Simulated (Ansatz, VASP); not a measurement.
Given: the input of a run of Ansatz 0.2.0 on Ag (Silver). 

input.yaml

```yaml
crystal:
  lattice:
    - [0.0, 2.04275, 2.04275]
    - [2.04275, 0.0, 2.04275]
    - [2.04275, 2.04275, 0.0]
  atoms:
    - { symbol: Ag, position: [0.0, 0.0, 0.0] }
hamiltonian:
  xc: lda
  pseudopotentials: { kind: paw }
kpoints:
  mp_grid: { grid: [11, 11, 11] }
scf:
  occupations: { method: gaussian, width: 0.02 }
output:
  forces: true
  stress: true
  eigenvalues: true
```

Potentials or basis: Ansatz PAW.

Run with:

```bash
$ ansatz run input.yaml --threads 2 --pin off --max-ram 5632MiB --backend cpu --events-out ev --progress --plain --runs-dir out
```

Q: Set up the same calculation for VASP 6.6.1. Potentials or basis there: LDA PAW files Ag_GW, 550 eV.

A: As run (cutoffs and basis follow the program's own potentials, and thresholds, step limits or extra output files can differ):

Contents of INCAR:

```
PREC = Accurate ; ENCUT = 550
EDIFF = 1E-6 ; ISMEAR = 0
SIGMA = 0.02 ; LREAL = False
LASPH = True ; NELM = 60
ALGO = Normal ; ISIF = 2
LWAVE = False ; LCHARG = True
LELF = True ; LVHAR = True
```

KPOINTS

```
regular mesh
0
Gamma
  11 11 11
```

File POSCAR:

```
Ag
1.0
    0.0000000000      2.0427500000      2.0427500000
    2.0427500000      0.0000000000      2.0427500000
    2.0427500000      2.0427500000      0.0000000000
Ag
1
Direct
    0.0000000000      0.0000000000      0.0000000000
```

Potentials or basis: VASP PAW LDA potentials, release 64 (Ag_GW).

Command:

```console
$ cat potpaw_LDA.64/Ag_GW/POTCAR > POTCAR
$ mpirun -np 1 vasp_std > vasp.out
```

Both were run:

|  | Ansatz | VASP |
| --- | --- | --- |
| Pressure | -7.7 GPa | -7.8 GPa |

Ansatz's pressure holds a Pulay term of +0.02 GPa for its cutoff of 420 eV, which the other run lacks.

The potentials hold 19 and 11 valence electrons a cell.

Ansatz's potentials were made for PBE.

Where Ansatz's input types no cutoff or centring, it takes its own default and a Γ-centred mesh.

The two programs' LDA may be different fits to the electron gas.

The two runs disagree by more than potentials and bases usually give (in gap, levels, pressure or energy); the cause wasn't traced.

Pressure is positive in compression.
